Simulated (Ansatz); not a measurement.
# Si (Silicon): the cost of one run

Computed with Ansatz 0.2.0 (DFT, PBE, plane-wave PAW, default files, scalar-relativistic, unless a step's input says otherwise).

### Step 1. Starting point

It takes space group Imma (No. 74, orthorhombic). The conventional cell has a = 4.502 Å, b = 4.737 Å, c = 2.550 Å, α = 90.00°, β = 90.00°, γ = 90.00°. Si (site symmetry mm2) has 8 Si at 2.39 to 2.74 Å as nearest neighbours.

Coordinates:

```cif
data_structure
_symmetry_space_group_name_H-M 'Imma'
_symmetry_Int_Tables_number 74
_cell_length_a 4.5020
_cell_length_b 4.7370
_cell_length_c 2.5500
_cell_angle_alpha 90.000
_cell_angle_beta 90.000
_cell_angle_gamma 90.000
_cell_volume 54.38
loop_
_atom_site_label
_atom_site_type_symbol
_atom_site_symmetry_multiplicity
_atom_site_Wyckoff_symbol
_atom_site_fract_x
_atom_site_fract_y
_atom_site_fract_z
_atom_site_occupancy
Si1 Si 4 e 0.00000 0.25000 0.05700 1
```

### Step 2. Relaxing the atoms in the given cell

File input.yaml:

```yaml
crystal:
  lattice:
    - [-2.251, 2.3685, 1.275]
    - [2.251, -2.3685, 1.275]
    - [2.251, 2.3685, -1.275]
  atoms:
    - { symbol: Si, position: [0.807, 0.057, 0.75] }
    - { symbol: Si, position: [0.193, 0.943, 0.25] }
kpoints:
  mp_grid: { grid: [12, 12, 12] }
scf:
  occupations: { method: fermi_dirac, width: 0.05 }
hamiltonian:
  xc: pbe
  pseudopotentials: { kind: paw }
output:
  forces: true
  stress: true
  populations: true
  efg: { contact_densities: true }
relax:
  f_tol: 0.02
  max_steps: 60
```

Run with:

```sh
$ ansatz run input.yaml --threads 1 --pin off --max-ram 2560MiB --backend cpu --events-out ev --progress --plain --runs-dir out
```

What time and memory should one allow on 1 thread of Intel Xeon Platinum 8488C (Sapphire Rapids), shared host?

About 8.6 s, with a peak of 0.47 GiB.
